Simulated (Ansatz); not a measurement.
**Cu2ZnSnS4: the band gap up the ladder of functionals**

An exercise on one series of results from a longer session: the logs are not shown, and one member is left open.

The runs shown are made with Ansatz 0.2.0. PAW datasets, plane waves. Values at 0 K without nuclear motion; spin polarisation is off, and the phase may be a hypothetical one.

## Starting point

The cell was relaxed beforehand with r2SCAN.

The symmetry is I-42m (No. 121, tetragonal); conventional cell a = 5.404 Å, c = 10.854 Å, 19.81 Å³ an atom. Cu has 4 S at 2.30 Å; Zn has 4 S at 2.35 Å; Sn has 4 S at 2.44 Å; S has 2 Cu at 2.30 Å and 1 Zn at 2.35 Å and 1 Sn at 2.44 Å.

The structure in full:

```
Cu Zn Sn S
1.0
    -2.70216    2.70216    5.42722
     2.70216   -2.70216    5.42722
     2.70216    2.70216   -5.42722
Cu Zn Sn S
2 1 1 4
Direct
  0.75000 0.25000 0.50000
  0.25000 0.75000 0.50000
  0.00000 0.00000 0.00000
  0.50000 0.50000 0.00000
  0.89042 0.89042 0.51513
  0.10958 0.62472 0.00000
  0.62472 0.10958 0.00000
  0.37528 0.37528 0.48487
```

The first run:

input.yaml

```yaml
crystal:
  lattice:
    - [-2.7021619596, 2.7021619596, 5.4272154584]
    - [2.7021619596, -2.7021619596, 5.4272154584]
    - [2.7021619596, 2.7021619596, -5.4272154584]
  atoms:
    - { symbol: Cu, position: [0.75, 0.25, 0.5] }
    - { symbol: Cu, position: [0.25, 0.75, 0.5] }
    - { symbol: Zn, position: [0.0, 0.0, 0.0] }
    - { symbol: Sn, position: [0.5, 0.5, 0.0] }
    - { symbol: S, position: [0.8904178857, 0.8904178857, 0.5151336511] }
    - { symbol: S, position: [0.1095821143, 0.6247157654, 0.0] }
    - { symbol: S, position: [0.6247157654, 0.1095821143, 0.0] }
    - { symbol: S, position: [0.3752842346, 0.3752842346, 0.4848663489] }
kpoints:
  mp_grid: { grid: [6, 6, 6] }
  band_path:
    path:
      - [[0.0, 0.0, 0.0], [-7.329759837887e-18, 7.329759837887e-18, 0.5], [0.25, 0.25, 0.25], [6.588301622271e-18, 0.5, -6.588301622271e-18], [0.0, 0.0, 0.0], [0.5, 0.5, -0.5], [0.3119738724196, 0.6880261275804, -0.3119738724196]]
      - [[-0.3119738724196, 0.3119738724196, 0.3119738724196], [0.0, 0.0, 0.0]]
      - [[-7.329759837887e-18, 7.329759837887e-18, 0.5], [-0.1239477448393, 0.1239477448393, 0.5]]
      - [[0.5, 0.5, -0.1239477448393], [0.5, 0.5, -0.5]]
    npoints: 10
hamiltonian:
  xc: pbe
scf:
  occupations: { method: fermi_dirac, width: 0.02 }
  n_extra_bands: 6
output:
  forces: true
  stress: true
  eigenvalues: true
```

Run with:

```console
$ ansatz run input.yaml --threads 4 --pin off --max-ram 7372MiB --backend cpu --events-out ev --progress --plain --runs-dir out
```

Among the steps run: Band structure with PBE; r2SCAN; Single point with HSE06; PBE+SOC at the same geometry; PBE0 at the same geometry; Single point with LDA.

One table of the session follows, with a row left open; its other results are not shown here.

| level | gap (eV) |
| --- | --- |
| PBE | ? |
| r2SCAN | 0.33 |
| HSE06 | 1.16 |
| PBE+SOC | 0.05 |
| PBE0 | 1.81 |
| LDA | 0.00 |

Q: Estimate the row for PBE from the others.

**Answer.** gap (eV): 0.06. In the column «gap (eV)» it lies between PBE+SOC (0.05) and r2SCAN (0.33).

Meshes: PBE 6×6×6, r2SCAN 6×6×6, HSE06 4×4×4, PBE+SOC 6×6×6, PBE0 4×4×4, LDA 6×6×6

Against HSE06, PBE is short by 1.10 eV, at 5 % of it, and r2SCAN 29 %. PBE0 lies 0.65 eV above HSE06, which differs from it by screening the long-range exchange.

To keep in mind: Warnings in the runs' records: stress exchange threshold loose, stress scf threshold loose.
